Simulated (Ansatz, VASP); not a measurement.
## ZnO in VASP and in Ansatz

```
CELL_PARAMETERS angstrom
3.32196 0.00000 0.00000
-1.66098 2.87691 0.00000
0.00000 0.00000 4.93345
ATOMIC_POSITIONS crystal
Zn 0.33333 0.66667 0.00158
Zn 0.66667 0.33333 0.50158
O 0.33333 0.66667 0.33527
O 0.66667 0.33333 0.83527
```

Alike in both runs: task single point; functional PBEsol; k mesh 9 × 9 × 6; occupations gaussian, width 0.05 eV; no spin polarisation.

|  | VASP | Ansatz |
| --- | --- | --- |
| version | VASP 6.6.1 | Ansatz 0.2.0 |
| potentials or method | VASP PAW PBE potentials, release 64 (Zn, O) | scalar-relativistic, plane waves, PAW |
| plane-wave cutoff (eV) | 520 | 520 |
| valence electrons in the cell | 36 | 36 |

|  | VASP | Ansatz | Ansatz less VASP |
| --- | --- | --- | --- |
| gap on the k mesh at the Fermi level (eV) | 0.85 | 0.83 | -0.011 |
| least direct gap on the mesh (eV) | 0.87 | 0.86 | -0.009 |
| pressure (GPa) | 18.3 | 17.1 | -1.20 |
| largest component of the traceless stress (GPa) | 53.97 | 52.33 | -1.637 |
| rms of the force components (eV/Å) | 3.703 | 3.594 | -0.1084 |

Atom by atom the forces differ by 0.108 eV/Å (rms over components). Ansatz warned: «pseudo_functional_mismatch».

Caveats: so large a pressure means that the cell lies far from this level's equilibrium, or that cutoff or potentials fall short (VASP); the potentials were made for another functional, which shifts forces and pressure (VASP); an odd mesh through Γ misses points on the zone boundary, where band edges often lie.
